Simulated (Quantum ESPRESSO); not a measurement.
A run of Quantum ESPRESSO 7.5:

The input pw.in:

```
&CONTROL
  calculation = 'scf'
  prefix = 'pwscf'
  outdir = './tmp'
  pseudo_dir = './pseudo'
  tprnfor = .true.
  tstress = .true.
  disk_io = 'low'
/
&SYSTEM
  ibrav = 0
  A = 3.42422282
  nat = 1
  ntyp = 1
  ecutwfc = 76
  nbnd = 20
  occupations = 'smearing'
  smearing = 'mp'
  degauss = 0.01469973
  nosym = .true.
  noinv = .true.
/
&ELECTRONS
  conv_thr = 2d-10
  electron_maxstep = 120
  mixing_beta = 0.05
  diago_david_ndim = 4
/
ATOMIC_SPECIES
Bi   208.9804 Bi_ONCV_PBE-1.2.upf
CELL_PARAMETERS alat
  -0.5779483708    0.5836360848    0.5703898673
   0.5741790483   -0.5927271988    0.5757116589
   0.5767524790    0.5915313069   -0.5794809813
ATOMIC_POSITIONS alat
Bi     0.0198589061   -0.0023997497    0.0009888025
K_POINTS automatic
9 9 9 0 0 0
```

The input epsilon.in:

```
&INPUTPP
  prefix = 'pwscf'
  outdir = './tmp'
  calculation = 'eps'
/
&ENERGY_GRID
  smeartype = 'gauss'
  intersmear = 0.3
  intrasmear = 0.1
  wmin = 0
  wmax = 25
  nw = 251
/
```

Potentials or basis: SG15 PBE 1.2.

Launch:

```console
$ OMP_NUM_THREADS=1 pw.x -in pw.in > pw.out
$ OMP_NUM_THREADS=1 epsilon.x -in epsilon.in > epsilon.out
```

Hardware: 1 thread of AMD EPYC 7B13 (Zen 3), on a shared host.

Question: How long does it take, and how much memory?

Answer: It took 6.7 min on 1 thread of AMD EPYC 7B13 (Zen 3), on a shared host, peak memory 0.57 GiB. Counts: scf iterations 10, k pools 1, bands 20, k points 729, g dense 18765.
